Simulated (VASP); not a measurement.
# C19O in VASP: further runs

Runs on C19O. Level: PBEsol. Tasks: single point.

Everything below comes from runs of VASP 6.6.1. Logs are shortened: lines on timing, memory, paths and dates and some standing lists are left out, and cuts for length are marked.

### Step 1. Starting point

The cell holds a slab with vacuum, 20 atoms: a = 7.398 Å, b = 7.398 Å, c = 13.000 Å, α = 90.00°, β = 90.00°, γ = 120.00°.

The cell was built by a generator and needn't be a form met in nature.

### Step 2. Single point, PBEsol

Contents of INCAR:

```
PREC = Accurate
ENCUT = 520
EDIFF = 1E-6
ISMEAR = 0
SIGMA = 0.02
LREAL = Auto
LASPH = True
NELM = 100
ALGO = Fast
ISIF = 2
LWAVE = False
LCHARG = True
GGA = PS
LELF = True
LVHAR = True
NBANDS = 57
```

Contents of KPOINTS:

```
Automatic mesh
0
Gamma
  2 2 1
```

Contents of POSCAR:

```
C19O
1.0
    7.3980000000      0.0000000000      0.0000000000
   -3.6990000000      6.4068560000      0.0000000000
    0.0000000000      0.0000000000     13.0000000000
C O
19 1
Direct
   -0.0048583205     -0.0008885794      0.0645881538
    0.2192658975      0.1111838630      0.0646130769
   -0.0042544757      0.3346978612      0.0645903846
    0.2186954346      0.4461840566      0.0645840000
   -0.0025924162      0.6674666951      0.0646351538
    0.2170497413      0.7772573630      0.0646762308
    0.3290924548      0.0013700948      0.0646527692
    0.5520501192      0.1128207033      0.0645683077
    0.3307516686      0.3341337779      0.0645917692
    0.5503572678      0.4439537895      0.0646107692
    0.3285550638      0.6658151830      0.0645964615
    0.5526373807      0.7778654616      0.0644340769
    0.6640909514      0.0007493535      0.0644117692
    0.8836753276      0.1105804469      0.0644623846
    0.6618328794      0.3324716522      0.0645844615
    0.8859546384      0.4445164680      0.0646096923
    0.6624120479      0.6680660530      0.0644896154
    0.8853412175      0.7795180663      0.0645882308
    0.5138710817     -0.0533751656      0.3261643846
    0.4472192278      0.0225130704      0.3777025385
```

Potentials or basis: VASP PAW PBE potentials, release 64 (C, O).

Launch:

```sh
cat potpaw_PBE.64/C/POTCAR potpaw_PBE.64/O/POTCAR > POTCAR
mpirun -np 1 vasp_std > vasp.out
```

OUTCAR:

```text
PREC = Accurate
   ENCUT = 520
   EDIFF = 1E-6
   ISMEAR = 0
   LREAL = Auto
   LASPH = True
   NELM = 100
   ISIF = 2
   GGA = PS

 ion  position               nearest neighbor table
   1  0.995  0.999  0.065-  18 1.41  14 1.43   2 1.44
   2  0.219  0.111  0.065-   7 1.41   9 1.43   1 1.44
   3  0.996  0.335  0.065-  16 1.41   4 1.43  14 1.44
   4  0.219  0.446  0.065-  11 1.41   3 1.43   9 1.44
   5  0.997  0.667  0.065-   6 1.41  16 1.43  18 1.44
   6  0.217  0.777  0.065-   5 1.41  11 1.43   7 1.44
[... 10 lines left out ...]
  17  0.662  0.668  0.064-  12 1.41  18 1.43  10 1.44
  18  0.885  0.780  0.065-   1 1.41  17 1.43   5 1.44
  19  0.514  0.947  0.326-  20 1.13
  20  0.447  0.023  0.378-  19 1.13

  LATTYP: Found a hexagonal cell.
 ALAT       =     7.3980000000
 C/A-ratio  =     1.7572316842

  Lattice vectors:

 A1 = (   7.3980000000,   0.0000000000,   0.0000000000)
 A2 = (  -3.6990000000,   6.4068560000,   0.0000000000)
 A3 = (   0.0000000000,   0.0000000000,  13.0000000000)

Analysis of symmetry for initial positions (statically):
=====================================================================
 Subroutine PRICEL returns:
 Original cell was already a primitive cell.

 Routine SETGRP: Setting up the symmetry group for a
 hexagonal supercell.

 Subroutine GETGRP returns: Found  1 space group operations
 (whereof  1 operations were pure point group operations)
 out of a pool of 24 trial point group operations.

The static configuration has the point symmetry C_1 .

Analysis of symmetry for dynamics (positions and initial velocities):
=====================================================================
 Subroutine PRICEL returns:
 Original cell was already a primitive cell.

 Routine SETGRP: Setting up the symmetry group for a
 hexagonal supercell.

 Subroutine GETGRP returns: Found  1 space group operations
 (whereof  1 operations were pure point group operations)
 out of a pool of 24 trial point group operations.

The dynamic configuration has the point symmetry C_1 .

 Subroutine INISYM returns: Found  1 space group operations
 (whereof  1 operations are pure point group operations),
 and found     1 'primitive' translations

----------------------------------------------------------------------------------------

                                     Primitive cell

  volume of cell :     616.1730

  direct lattice vectors                    reciprocal lattice vectors
     7.398000000  0.000000000  0.000000000     0.135171668  0.078041398  0.000000000
    -3.699000000  6.406856000  0.000000000     0.000000000  0.156082796  0.000000000
     0.000000000  0.000000000 13.000000000     0.000000000  0.000000000  0.076923077

  length of vectors
     7.398000000  7.398000054 13.000000000     0.156082797  0.156082796  0.076923077

  position of ions in fractional coordinates (direct lattice)
     0.995141680  0.999111421  0.064588154
     0.219265898  0.111183863  0.064613077
     0.995745524  0.334697861  0.064590385
     0.218695435  0.446184057  0.064584000
     0.997407584  0.667466695  0.064635154
     0.217049741  0.777257363  0.064676231
[... 12 lines left out ...]
     0.513871082  0.946624834  0.326164385
     0.447219228  0.022513070  0.377702539

  ion indices of the primitive-cell ions
   primitive index   ion index
                 1           1
                 2           2
                 3           3
                 4           4
                 5           5
                 6           6
[... 12 lines left out ...]
                19          19
                20          20

----------------------------------------------------------------------------------------

 KPOINTS: Automatic mesh

Automatic generation of k-mesh.
 Grid dimensions read from file:
 generate k-points for:    2    2    1

 Generating k-lattice:

  Cartesian coordinates                     Fractional coordinates (reciprocal lattice)
     0.067585834  0.039020699  0.000000000     0.500000000 -0.000000000  0.000000000
     0.000000000  0.078041398  0.000000000     0.000000000  0.500000000  0.000000000
     0.000000000  0.000000000  0.076923077     0.000000000  0.000000000  1.000000000

  Length of vectors
     0.078041399  0.078041398  0.076923077

  Shift w.r.t. Gamma in fractional coordinates (k-lattice)
     0.000000000  0.000000000  0.000000000

 Subroutine IBZKPT returns following result:
 ===========================================

 Found      4 irreducible k-points:

 Following reciprocal coordinates:
            Coordinates               Weight
  0.000000  0.000000  0.000000      1.000000
  0.500000  0.000000  0.000000      1.000000
  0.000000  0.500000  0.000000      1.000000
  0.500000  0.500000  0.000000      1.000000
   k-points           NKPTS =      4   k-points in BZ     NKDIM =      4   number of bands    NBANDS=     57
   number of dos      NEDOS =    301   number of ions     NIONS =     20
   total plane-waves  NPLWV = 307328
   dimension x,y,z NGX =    56 NGY =   56 NGZ =   98
   dimension x,y,z NGXF=   112 NGYF=  112 NGZF=  196
   ions per type =              19   1
   NGX,Y,Z   is equivalent  to a cutoff of  12.58, 12.58, 12.53 a.u.
   NGXF,Y,Z  is equivalent  to a cutoff of  25.17, 25.17, 25.06 a.u.
 SYSTEM =  unknown system
   PREC   = accura    normal or accurate (medium, high low for compatibility)
   ISTART =      0    job   : 0-new  1-cont  2-samecut
   ICHARG =      2    charge: 1-file 2-atom 10-const
   ISPIN  =      1    spin polarized calculation?
   LNONCOLLINEAR =      F non collinear calculations
   LSORBIT =      F    spin-orbit coupling
   LASPH  =      T    aspherical Exc in radial PAW
   ENCUT  =  520.0 eV  38.22 Ry    6.18 a.u.  13.76 13.76 24.17*2*pi/ulx,y,z
   NELM   =    100;   NELMIN=  2; NELMDL= -5     # of ELM steps
   EDIFF  = 0.1E-05   stopping-criterion for ELM
   LREAL  =      T    real-space projection
   EDIFFG = 0.1E-04   stopping-criterion for IOM
   NSW    =      0    number of steps for IOM
   IBRION =     -1    ionic relax: 0-MD 1-quasi-New 2-CG
   NFREE  =      0    steps in history (QN), initial steepest desc. (CG)
   ISIF   =      2    stress and relaxation
   ISYM   =      2    0-nonsym 1-usesym 2-fastsym
   POTIM  = 0.5000    time-step for ionic-motion
   TEBEG  =    0.0;   TEEND  =   0.0 temperature during run
   PSTRESS=    0.0 pullay stress
   NELECT =      82.0000    total number of electrons
   NUPDOWN=      -1.0000    fix difference up-down
   EMIN   =  10.00;   EMAX   =-10.00  energy-range for DOS
   EFERMI =   0.00;   METHOD = LEGACY
   ISMEAR =     0;   SIGMA  =   0.02  broadening in eV -4-tet -1-fermi 0-gaus
   EFERMI_NEDOS =   21; number of points for ismear=-14 and -15
   IALGO  =     68    algorithm
   IMIX   =      4    mixing-type and parameters
     AMIX     =   0.40;   BMIX     =  1.00
     AMIX_MAG =   1.60;   BMIX_MAG =  1.00
  volume/ion in A,a.u.               =      30.81       207.91
  Fermi-wavevector in a.u.,A,eV,Ry     =   0.835818  1.579468  9.504925  0.698592
  Thomas-Fermi vector in A             =   1.949440
   LORBIT       =      0    0 simple, 1 ext, 2 COOP (PROOUT), +10 PAW based schemes
   GGA     = PS    functional components
   LHFCALC =     F    Hartree Fock is set to
   AEXX    =    0.0000 exact exchange contribution
   IVDW    =     0    specifies the selected vdW correction
   LEPSILON=     F    determine dielectric tensor
   LRPA    =     F    only Hartree local field effects (RPA)
 non-spin polarized calculation
 RMM-DIIS sequential band-by-band and
 Gauss-broadening in eV      SIGMA  =   0.02
  energy-cutoff  :      520.00
  volume of cell :      616.17
 maximum number of plane-waves:     16651
 NGX is ok and might be reduce to    56
   NGX = 27   NGY = 27   NGZ = 49

 number of electron      81.9999999 magnetization

 Free energy of the ion-electron system (eV)
  ---------------------------------------------------
  ext. energy  EPLUGINS =         0.00000000
  ---------------------------------------------------
  free energy    TOTEN  =      -188.27330298 eV

  energy without entropy =     -188.27330298  energy(sigma->0) =     -188.27330298

 E-fermi :  -1.7435     XC(G=0):  -3.9039

 val. band max:       -1.8442248149   @ k =   0.0000   0.0000   0.0000
 cond. band min:      -1.6347381655   @ k =   0.0000   0.0000   0.0000
 fundamental gap:      0.2094866494
 Fermi energy:        -1.7434830639

 k-point     1 :       0.0000    0.0000    0.0000
  band No.  band energies     occupation
      1     -26.7622      2.00000
      2     -21.2228      2.00000
      3     -18.6976      2.00000
      4     -18.6912      2.00000
      5     -18.6590      2.00000
      6     -18.6552      2.00000
[... 45 lines left out ...]
     52       3.1992      0.00000
     53       3.2410      0.00000

 k-point     2 :       0.5000    0.0000    0.0000
  band No.  band energies     occupation
      1     -26.7622      2.00000
      2     -20.5700      2.00000
      3     -20.5667      2.00000
      4     -19.3168      2.00000
      5     -19.2320      2.00000
      6     -16.8209      2.00000
[... 45 lines left out ...]
     52       3.6660      0.00000
     53       4.5949      0.00000

 k-point     3 :       0.0000    0.5000    0.0000
  band No.  band energies     occupation
      1     -26.7622      2.00000
      2     -20.5703      2.00000
      3     -20.5665      2.00000
      4     -19.3167      2.00000
      5     -19.2321      2.00000
      6     -16.8209      2.00000
[... 45 lines left out ...]
     52       3.8427      0.00000
     53       4.5934      0.00000

 k-point     4 :       0.5000    0.5000    0.0000
  band No.  band energies     occupation
      1     -26.7622      2.00000
      2     -20.5717      2.00000
      3     -20.5650      2.00000
      4     -19.3170      2.00000
      5     -19.2317      2.00000
      6     -16.8217      2.00000
[... 45 lines left out ...]
     52       3.9378      0.00000
     53       4.5955      0.00000
 [bands above 53 left out]

------------------------ aborting loop because EDIFF is reached ----------------------------------------

  FORCE on cell =-STRESS in cart. coord.  units (eV):
  Direction    XX          YY          ZZ          XY          YZ          ZX
  --------------------------------------------------------------------------------------
  -------------------------------------------------------------------------------------
  Total       -1.4062240     -1.7354063      0.2602536     -0.3316345      0.2936617     -0.4812293
  in kB       -3.6564737     -4.5124157      0.6767131     -0.8623184      0.7635813     -1.2512959
  external PRESSURE =      -2.4973921 kB  Pullay stress =       0.0000000 kB

 VOLUME and BASIS-vectors are now :
 -----------------------------------------------------------------------------
  energy-cutoff  :      520.00
  volume of cell :      616.17
      direct lattice vectors                 reciprocal lattice vectors
     7.398000000  0.000000000  0.000000000     0.135171668  0.078041398  0.000000000
    -3.699000000  6.406856000  0.000000000     0.000000000  0.156082796  0.000000000
     0.000000000  0.000000000 13.000000000     0.000000000  0.000000000  0.076923077

 POSITION                                       TOTAL-FORCE (eV/Angst)
 -----------------------------------------------------------------------------------
      3.66635      6.40116      0.83965         0.008019      0.013421     -0.001471
      1.21086      0.71234      0.83997        -0.008173     -0.000385      0.007612
      6.12848      2.14436      0.83967         0.012481     -0.004179     -0.001972
     -0.03253      2.85864      0.83959        -0.000624     -0.005151      0.008929
      4.90986      4.27636      0.84026        -0.005715      0.005697      0.004128
     -1.26934      4.97978      0.84079        -0.001945      0.005797     -0.003303
[... 12 lines left out ...]
      0.30005      6.06489      4.24014         0.683170     -0.439302     -0.603890
      3.22525      0.14424      4.91013        -0.695851      0.439901      0.600562
 -----------------------------------------------------------------------------------
    total drift:                               -0.003978     -0.012299      0.034191

  FREE ENERGIE OF THE ION-ELECTRON SYSTEM (eV)
  ---------------------------------------------------
  free  energy   TOTEN  =      -188.2733029761 eV

  energy  without entropy=     -188.2733029761  energy(sigma->0) =     -188.27330298
```

Wall time 4.3 min (1 thread of Intel Xeon 6975P-C (Granite Rapids), shared host); peak memory 0.65 GiB.

Results:

| Item | Value |
| --- | --- |
| Free energy | -188.2733 eV |
| Largest force | 1.019 eV/Å |
| Band gap on the k mesh | 0.21 eV, direct |

Forces in eV/Å, atoms in the order of the input:
```
C    0.008  0.013 -0.001
C   -0.008  0.000  0.008
C    0.012 -0.004 -0.002
C   -0.001 -0.005  0.009
C   -0.006  0.006  0.004
C   -0.002  0.006 -0.003
C    0.006 -0.014 -0.002
C    0.007 -0.010 -0.005
C   -0.013 -0.002 -0.001
C    0.021  0.012 -0.003
C    0.001  0.009 -0.006
C   -0.007  0.000 -0.004
C   -0.013 -0.009 -0.001
C    0.006  0.008  0.010
C    0.002  0.007  0.006
C   -0.015  0.010 -0.007
C    0.004 -0.012  0.006
C    0.012 -0.016 -0.004
C    0.683 -0.439 -0.604
O   -0.696  0.440  0.601
```

Caveat: the k mesh is coarse (spacing up to 0.49 Å⁻¹), so the values aren't converged; the standard files for N, O and F lose accuracy on very short bonds; the PAW data sets were made with another functional, which shifts forces and pressure a little. PBEsol gaps usually lie below the measured ones, often by a third to a half.

### Step 3. Single point, PBEsol

Contents of INCAR:

```
ALGO     = Fast           # electronic algorithm
EDIFF    = 1E-6           # SCF threshold, eV
ENCUT    = 520            # plane-wave cutoff, eV
GGA      = PS             # functional
ISIF     = 2              # what is computed and relaxed
ISMEAR   = 0              # smearing method
LASPH    = T              # aspherical terms in the spheres
LCHARG   = F              # write CHGCAR
LREAL    = Auto         
LWAVE    = F              # write WAVECAR
NBANDS   = 57             # bands
NELM     = 60             # most SCF steps
PREC     = Accurate       # precision mode
SIGMA    = 0.02           # smearing width, eV
```

Contents of KPOINTS:

```
k-points
0
Gamma
  2 2 1
```

Contents of POSCAR:

```
C19O
1.0
    7.3980000000      0.0000000000      0.0000000000
   -3.6990000000      6.4068560000      0.0000000000
    0.0000000000      0.0000000000     13.0000000000
C O
19 1
Direct
   -0.0039512421     -0.0008924814      0.0648341538
    0.2191626687      0.1106800278      0.0648103846
   -0.0043819932      0.3342097903      0.0648121538
    0.2196210574      0.4462077812      0.0648035385
   -0.0021775711      0.6680095510      0.0648293846
    0.2174111248      0.7777830499      0.0648647692
    0.3289546770      0.0008882672      0.0648399231
    0.5529587432      0.1128772053      0.0647870769
    0.3311734672      0.3346694541      0.0647886923
    0.5507329822      0.4444724526      0.0648183077
    0.3294318843      0.6657964530      0.0648190000
    0.5525272410      0.7773432086      0.0647483846
    0.6645117083      0.0013078178      0.0647590769
    0.8840762343      0.1111089433      0.0647506154
    0.6627412916      0.3324755543      0.0647936923
    0.8858480456      0.4440118523      0.0648111538
    0.6622987999      0.6675740800      0.0647543846
    0.8862687346      0.7795609890      0.0648290000
    0.5776649652     -0.0492029164      0.3302968462
    0.4873850741      0.0180191345      0.3694038462
```

Potentials or basis: VASP PAW PBE potentials, release 64 (C, O).

Launch:

```sh
cat potpaw_PBE.64/C/POTCAR potpaw_PBE.64/O/POTCAR > POTCAR
mpirun -np 1 vasp_std > vasp.out
```

It took 3.2 min on 1 thread of Intel Xeon 6975P-C (Granite Rapids), shared host; peak memory 0.64 GiB.

The run converged. Its results:

```
Free energy            : -188.2725 eV
Largest force          : 1.028 eV/Å
Band gap on the k mesh : 0.21 eV, direct
```

Forces on the atoms (eV/Å):
```
C    0.011  0.025 -0.001
C   -0.017  0.003  0.006
C    0.015 -0.009 -0.001
C    0.000 -0.010  0.006
C   -0.008  0.004  0.004
C    0.000  0.007 -0.003
C    0.008 -0.017 -0.001
C    0.006 -0.015 -0.003
C   -0.019 -0.003  0.001
C    0.020  0.015 -0.003
C    0.005  0.011 -0.001
C   -0.009  0.002 -0.006
C   -0.020 -0.006 -0.005
C    0.007  0.011  0.010
C    0.004  0.009  0.004
C   -0.018  0.010 -0.003
C    0.007 -0.013  0.005
C    0.010 -0.023 -0.004
C    0.829 -0.395 -0.461
O   -0.832  0.392  0.456
```

Levels at points of the mesh, in eV from the valence-band top:
```tsv
k point	band 37	band 38	band 39	band 40	band 41	band 42	band 43	band 44	band 45	band 46
(0.00, 0.00, 0.00)	-4.31	-2.90	-2.90	0.00	0.00	0.21	0.21	2.39	2.40	3.52
(0.50, 0.00, 0.00)	-2.59	-2.58	-2.53	-2.53	-2.26	1.75	2.34	2.37	2.59	2.64
(0.00, 0.50, 0.00)	-2.58	-2.58	-2.54	-2.53	-2.26	1.75	2.34	2.37	2.59	2.61
(0.50, 0.50, 0.00)	-2.59	-2.58	-2.53	-2.53	-2.26	1.74	2.38	2.40	2.59	2.62
```

Caveat: the k mesh is coarse (spacing up to 0.49 Å⁻¹), so the values aren't converged; the standard files for N, O and F lose accuracy on very short bonds; the PAW data sets were made with another functional, which shifts forces and pressure a little.
